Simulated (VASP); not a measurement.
# La2O3 (P-3m1) in VASP: band structure with PBE+D3(BJ)

Aim: the band structure of La2O3 with PBE+D3(BJ).

All numbers are computed with VASP 6.6.1; they aren't measurements. Logs are shortened: lines on timing, memory, paths and dates and some standing lists are left out, and cuts for length are marked.

### 1 The structure

The structure is trigonal, space group P-3m1 (No. 164). The conventional cell has a = 3.918 Å, b = 3.918 Å, c = 6.094 Å, α = 90.00°, β = 90.00°, γ = 120.00°. La (site symmetry 3m) is surrounded by 4 O at 2.36 to 2.44 Å. O (site symmetry -3m) is surrounded by 6 La at 2.71 Å. O (site symmetry 3m) has 4 La at 2.36 to 2.44 Å as nearest neighbours.

The cell was built by a generator and needn't be a form met in nature.

### 2 Band structure, PBE+D3(BJ)

INCAR reads:

```
  PREC = Accurate
  ENCUT = 520
  EDIFF = 1E-6
  ISMEAR = 0
  SIGMA = 0.02
  LREAL = F
  LASPH = T
  NELM = 60
  ALGO = Normal
  ISIF = 2
  LWAVE = F
  LCHARG = F
  LMAXMIX = 6
  GGA = PE
  IVDW = 12
  KPAR = 2
```

KPOINTS reads:

```
Automatic mesh
0
Gamma
  8 8 6
```

POSCAR reads:

```
La2O3                                   
1.0
    3.9177292740     -0.0000000000     -0.0000000000
   -1.9588646370      3.3928530736     -0.0000000000
   -0.0000000000      0.0000000000      6.0935002493
  La              O             
     2     3
Direct
     0.3333333300000021    0.6666666699999979    0.2456382740796130
     0.6666666699999979    0.3333333300000021    0.7543617259203869
     0.0000000000000000    0.0000000000000000    0.0000000000000000
     0.3333333300000021    0.6666666699999979    0.6461841253855782
     0.6666666699999979    0.3333333300000021    0.3538158746144218
```

KPOINTS_OPT reads:

```
path GMKGALHA,LM,KH
15
line-mode
reciprocal
 0.0000000000  0.0000000000  0.0000000000  G
 0.5000000000  0.0000000000  0.0000000000  M

 0.5000000000  0.0000000000  0.0000000000  M
 0.3333333333  0.3333333333  0.0000000000  K

 0.3333333333  0.3333333333  0.0000000000  K
 0.0000000000  0.0000000000  0.0000000000  G

 0.0000000000  0.0000000000  0.0000000000  G
 0.0000000000  0.0000000000  0.5000000000  A

 0.0000000000  0.0000000000  0.5000000000  A
 0.5000000000  0.0000000000  0.5000000000  L

 0.5000000000  0.0000000000  0.5000000000  L
 0.3333333333  0.3333333333  0.5000000000  H

 0.3333333333  0.3333333333  0.5000000000  H
 0.0000000000  0.0000000000  0.5000000000  A

 0.5000000000  0.0000000000  0.5000000000  L
 0.5000000000  0.0000000000  0.0000000000  M

 0.3333333333  0.3333333333  0.0000000000  K
 0.3333333333  0.3333333333  0.5000000000  H
```

Potentials or basis: VASP PAW PBE potentials, release 64 (La, O).

On the command line:

```bash
$ cat potpaw_PBE.64/La/POTCAR potpaw_PBE.64/O/POTCAR > POTCAR
$ mpirun -np 2 vasp_std > vasp.out
```

OUTCAR:

```text
PREC = Accurate
   ENCUT = 520
   EDIFF = 1E-6
   ISMEAR = 0
   LREAL = F
   LASPH = T
   NELM = 60
   ISIF = 2
   GGA = PE
   IVDW = 12
 IVDW          = 12

 ion  position               nearest neighbor table
   1  0.333  0.667  0.246-   5 2.36   5 2.36   5 2.36   4 2.44   3 2.71   3 2.71   3 2.71
   2  0.667  0.333  0.754-   4 2.36   4 2.36   4 2.36   5 2.44   3 2.71   3 2.71   3 2.71
   3  0.000  0.000  0.000-   1 2.71   2 2.71   1 2.71   2 2.71   2 2.71   1 2.71
   4  0.333  0.667  0.646-   2 2.36   2 2.36   2 2.36   1 2.44
   5  0.667  0.333  0.354-   1 2.36   1 2.36   1 2.36   2 2.44

  LATTYP: Found a hexagonal cell.
 ALAT       =     3.9177292740
 C/A-ratio  =     1.5553653209

  Lattice vectors:

 A1 = (   3.9177292740,   0.0000000000,   0.0000000000)
 A2 = (  -1.9588646370,   3.3928530736,   0.0000000000)
 A3 = (   0.0000000000,   0.0000000000,   6.0935002493)

Analysis of symmetry for initial positions (statically):
=====================================================================
 Subroutine PRICEL returns:
 Original cell was already a primitive cell.

 Routine SETGRP: Setting up the symmetry group for a
 hexagonal supercell.

 Subroutine GETGRP returns: Found 12 space group operations
 (whereof 12 operations were pure point group operations)
 out of a pool of 24 trial point group operations.

The static configuration has the point symmetry D_3d.

Analysis of symmetry for dynamics (positions and initial velocities):
=====================================================================
 Subroutine PRICEL returns:
 Original cell was already a primitive cell.

 Routine SETGRP: Setting up the symmetry group for a
 hexagonal supercell.

 Subroutine GETGRP returns: Found 12 space group operations
 (whereof 12 operations were pure point group operations)
 out of a pool of 24 trial point group operations.

The dynamic configuration has the point symmetry D_3d.

 Subroutine INISYM returns: Found 12 space group operations
 (whereof 12 operations are pure point group operations),
 and found     1 'primitive' translations

----------------------------------------------------------------------------------------

                                     Primitive cell

  volume of cell :      80.9965

  direct lattice vectors                    reciprocal lattice vectors
     3.917729274  0.000000000  0.000000000     0.255249899  0.147368598  0.000000000
    -1.958864637  3.392853074  0.000000000     0.000000000  0.294737196  0.000000000
     0.000000000  0.000000000  6.093500249     0.000000000  0.000000000  0.164109290

  length of vectors
     3.917729274  3.917729272  6.093500249     0.294737195  0.294737196  0.164109290

  position of ions in fractional coordinates (direct lattice)
     0.333333330  0.666666670  0.245638274
     0.666666670  0.333333330  0.754361726
     0.000000000  0.000000000  0.000000000
     0.333333330  0.666666670  0.646184125
     0.666666670  0.333333330  0.353815875

  ion indices of the primitive-cell ions
   primitive index   ion index
                 1           1
                 2           2
                 3           3
                 4           4
                 5           5

----------------------------------------------------------------------------------------

 KPOINTS: Automatic mesh

Automatic generation of k-mesh.
 Grid dimensions read from file:
 generate k-points for:    8    8    6

 Generating k-lattice:

  Cartesian coordinates                     Fractional coordinates (reciprocal lattice)
     0.031906237  0.018421075  0.000000000     0.125000000 -0.000000000  0.000000000
     0.000000000  0.036842149  0.000000000     0.000000000  0.125000000  0.000000000
     0.000000000  0.000000000  0.027351548     0.000000000  0.000000000  0.166666667

  Length of vectors
     0.036842149  0.036842149  0.027351548

  Shift w.r.t. Gamma in fractional coordinates (k-lattice)
     0.000000000  0.000000000  0.000000000

 Subroutine IBZKPT returns following result:
 ===========================================

 Found     50 irreducible k-points:

 Following reciprocal coordinates:
            Coordinates               Weight
  0.000000  0.000000  0.000000      1.000000
  0.125000  0.000000  0.000000      6.000000
  0.250000  0.000000  0.000000      6.000000
  0.375000  0.000000  0.000000      6.000000
  0.500000  0.000000  0.000000      3.000000
  0.125000  0.125000  0.000000      6.000000
[... 16 lines left out ...]
 -0.125000  0.500000  0.166667     12.000000
  0.250000  0.250000  0.166667     12.000000
 [... further k-points ...]
   k-points           NKPTS =     50   k-points in BZ     NKDIM =     50   number of bands    NBANDS=     24
   number of dos      NEDOS =    301   number of ions     NIONS =      5
   total plane-waves  NPLWV =  43200
   dimension x,y,z NGX =    30 NGY =   30 NGZ =   48
   dimension x,y,z NGXF=    60 NGYF=   60 NGZF=   96
   ions per type =               2   3
   NGX,Y,Z   is equivalent  to a cutoff of  12.73, 12.73, 13.10 a.u.
   NGXF,Y,Z  is equivalent  to a cutoff of  25.46, 25.46, 26.19 a.u.
 SYSTEM =  unknown system
   PREC   = accura    normal or accurate (medium, high low for compatibility)
   ISTART =      0    job   : 0-new  1-cont  2-samecut
   ICHARG =      2    charge: 1-file 2-atom 10-const
   ISPIN  =      1    spin polarized calculation?
   LNONCOLLINEAR =      F non collinear calculations
   LSORBIT =      F    spin-orbit coupling
   LASPH  =      T    aspherical Exc in radial PAW
   ENCUT  =  520.0 eV  38.22 Ry    6.18 a.u.   7.28  7.28 11.33*2*pi/ulx,y,z
   NELM   =     60;   NELMIN=  2; NELMDL= -5     # of ELM steps
   EDIFF  = 0.1E-05   stopping-criterion for ELM
   LREAL  =      F    real-space projection
   EDIFFG = 0.1E-04   stopping-criterion for IOM
   NSW    =      0    number of steps for IOM
   IBRION =     -1    ionic relax: 0-MD 1-quasi-New 2-CG
   NFREE  =      0    steps in history (QN), initial steepest desc. (CG)
   ISIF   =      2    stress and relaxation
   ISYM   =      2    0-nonsym 1-usesym 2-fastsym
   POTIM  = 0.5000    time-step for ionic-motion
   TEBEG  =    0.0;   TEEND  =   0.0 temperature during run
   PSTRESS=    0.0 pullay stress
   NELECT =      40.0000    total number of electrons
   NUPDOWN=      -1.0000    fix difference up-down
   EMIN   =  10.00;   EMAX   =-10.00  energy-range for DOS
   EFERMI =   0.00;   METHOD = LEGACY
   ISMEAR =     0;   SIGMA  =   0.02  broadening in eV -4-tet -1-fermi 0-gaus
   EFERMI_NEDOS =   21; number of points for ismear=-14 and -15
   IALGO  =     38    algorithm
   IMIX   =      4    mixing-type and parameters
     AMIX     =   0.40;   BMIX     =  1.00
     AMIX_MAG =   1.60;   BMIX_MAG =  1.00
  volume/ion in A,a.u.               =      16.20       109.32
  Fermi-wavevector in a.u.,A,eV,Ry     =   1.294015  2.445334 22.782622  1.674475
  Thomas-Fermi vector in A             =   2.425625
   LORBIT       =      0    0 simple, 1 ext, 2 COOP (PROOUT), +10 PAW based schemes
   GGA     = PE    functional components
   LHFCALC =     F    Hartree Fock is set to
   AEXX    =    0.0000 exact exchange contribution
   IVDW    =    12    specifies the selected vdW correction
   LEPSILON=     F    determine dielectric tensor
   LRPA    =     F    only Hartree local field effects (RPA)
 non-spin polarized calculation
 Gauss-broadening in eV      SIGMA  =   0.02
  energy-cutoff  :      520.00
  volume of cell :       81.00
 maximum number of plane-waves:      2219
 NGX is ok and might be reduce to    30
   NGX = 15   NGY = 15   NGZ = 23

 number of electron      39.9999994 magnetization

 Free energy of the ion-electron system (eV)
  ---------------------------------------------------
  ext. energy  EPLUGINS =         0.00000000
  ---------------------------------------------------
  free energy    TOTEN  =       -41.80584984 eV

  energy without entropy =      -41.80584984  energy(sigma->0) =      -41.80584984

 E-fermi :   6.2252     XC(G=0): -10.5208

 val. band max:        6.0749753942   @ k =   0.2500   0.2500   0.5000
 cond. band min:       9.9469067189   @ k =   0.5000   0.0000   0.0000
 fundamental gap:      3.8719313247
 Fermi energy:         6.2251634145

 k-point     1 :       0.0000    0.0000    0.0000
  band No.  band energies     occupation
      1     -23.7186      2.00000
      2     -23.4642      2.00000
      3     -10.8963      2.00000
      4      -9.6298      2.00000
      5      -9.1932      2.00000
      6      -7.1801      2.00000
[... 16 lines left out ...]
     23      10.6866      0.00000
     24      11.3015      0.00000

 k-point     2 :       0.1250    0.0000    0.0000
  band No.  band energies     occupation
      1     -23.6906      2.00000
      2     -23.4527      2.00000
      3     -10.8932      2.00000
      4      -9.9177      2.00000
      5      -9.4045      2.00000
      6      -7.2448      2.00000
[... 16 lines left out ...]
     23      10.8003      0.00000
     24      11.3350      0.00000

 k-point     3 :       0.2500    0.0000    0.0000
  band No.  band energies     occupation
      1     -23.6189      2.00000
      2     -23.4279      2.00000
      3     -10.9718      2.00000
      4     -10.4890      2.00000
      5      -9.6058      2.00000
      6      -7.3848      2.00000
[... 16 lines left out ...]
     23      11.0489      0.00000
     24      11.3889      0.00000
[... 514 lines left out ...]
 k-point    23 :      -0.1250    0.5000    0.1667
  band No.  band energies     occupation
      1     -23.4901      2.00000
      2     -23.4168      2.00000
      3     -11.2441      2.00000
      4     -11.1401      2.00000
      5      -9.4376      2.00000
      6      -7.7186      2.00000
[... 16 lines left out ...]
     23      11.1243      0.00000
     24      11.3190      0.00000

 k-point    24 :       0.2500    0.2500    0.1667
  band No.  band energies     occupation
      1     -23.4906      2.00000
      2     -23.4164      2.00000
      3     -11.2225      2.00000
      4     -11.0685      2.00000
      5      -9.6525      2.00000
      6      -7.6671      2.00000
[... 16 lines left out ...]
     23      11.0183      0.00000
     24      11.2657      0.00000

 [... further k-points ...]

------------------------ aborting loop because EDIFF is reached ----------------------------------------

 Edisp (eV)   -1.30618

 E8    (eV) :    -0.6353

  FORCE on cell =-STRESS in cart. coord.  units (eV):
  Direction    XX          YY          ZZ          XY          YZ          ZX
  --------------------------------------------------------------------------------------
  -------------------------------------------------------------------------------------
  Total       0.09417     0.09417     0.05441     0.00000    -0.00000     0.00000
  in kB       1.86272     1.86272     1.07621     0.00000    -0.00000     0.00000
  external pressure =        1.60 kB  Pullay stress =        0.00 kB

 VOLUME and BASIS-vectors are now :
 -----------------------------------------------------------------------------
  energy-cutoff  :      520.00
  volume of cell :       81.00
      direct lattice vectors                 reciprocal lattice vectors
     3.917729274  0.000000000  0.000000000     0.255249899  0.147368598  0.000000000
    -1.958864637  3.392853074  0.000000000     0.000000000  0.294737196  0.000000000
     0.000000000  0.000000000  6.093500249     0.000000000  0.000000000  0.164109290

 POSITION                                       TOTAL-FORCE (eV/Angst)
 -----------------------------------------------------------------------------------
     -0.00000      2.26190      1.49680         0.000000     -0.000000     -0.000880
      1.95886      1.13095      4.59670         0.000000      0.000000      0.000880
      0.00000      0.00000      0.00000         0.000000      0.000000      0.000000
     -0.00000      2.26190      3.93752         0.000000      0.000000     -0.000873
      1.95886      1.13095      2.15598        -0.000000      0.000000      0.000873
 -----------------------------------------------------------------------------------
    total drift:                               -0.000000      0.000000      0.000000

  FREE ENERGIE OF THE ION-ELECTRON SYSTEM (eV)
  ---------------------------------------------------
  free  energy   TOTEN  =       -43.1120346304 eV

  energy  without entropy=      -43.1120346304  energy(sigma->0) =      -43.11203463
```

Wall time 81 s (2 MPI ranks of Intel Xeon 6975P-C (Granite Rapids), shared host); peak memory 0.29 GiB.

What came out:

| Item | Value |
| --- | --- |
| Free energy | -43.1120 eV |
| Pressure | 0.2 GPa |
| Band gap on the k mesh | 3.87 eV, indirect (least direct gap 4.07 eV) |
| Band gap along the path | 3.88 eV, indirect (least direct gap 3.98 eV) |
| Dispersion energy per atom | -0.261 eV |

Stress tensor (GPa, compression positive):
```
0.19 0.00 0.00
0.00 0.19 0.00
0.00 0.00 0.11
```

Levels at the corners of the path, in eV from the valence-band top:
```csv
point,band 17,band 18,band 19,band 20,band 21,band 22,band 23,band 24
Γ,-1.68,-0.39,-0.39,-0.12,4.36,4.62,4.62,5.23
M,-0.73,-0.65,-0.41,-0.30,3.88,4.75,5.22,5.30
M,-0.73,-0.65,-0.41,-0.30,3.88,4.75,5.22,5.25
K,-0.83,-0.83,-0.81,-0.09,3.88,4.78,4.78,5.04
K,-0.83,-0.83,-0.81,-0.09,3.88,4.78,4.78,5.04
Γ,-1.68,-0.39,-0.39,-0.12,4.36,4.62,4.62,5.31
Γ,-1.68,-0.39,-0.39,-0.12,4.36,4.62,4.62,5.24
A,-1.00,-0.80,-0.29,-0.29,4.74,4.75,4.75,5.01
A,-1.00,-0.80,-0.29,-0.29,4.74,4.75,4.75,5.01
L,-0.94,-0.72,-0.36,0.00,4.43,4.66,5.10,5.25
L,-0.94,-0.72,-0.36,0.00,4.43,4.66,5.10,5.25
H,-0.57,-0.28,-0.28,-0.22,4.29,4.87,4.97,4.97
H,-0.57,-0.28,-0.28,-0.22,4.29,4.87,4.97,4.97
A,-1.00,-0.80,-0.29,-0.29,4.74,4.75,4.75,5.01
L,-0.94,-0.72,-0.36,0.00,4.43,4.66,5.10,5.25
M,-0.73,-0.65,-0.41,-0.30,3.88,4.75,5.22,5.28
K,-0.83,-0.83,-0.81,-0.09,3.88,4.78,4.78,5.04
H,-0.57,-0.28,-0.28,-0.22,4.29,4.87,4.97,4.97
```

Caveat: spin-orbit coupling is left out, which moves the levels of the heavy elements. PBE gaps usually lie below the measured ones, often by a third to a half.
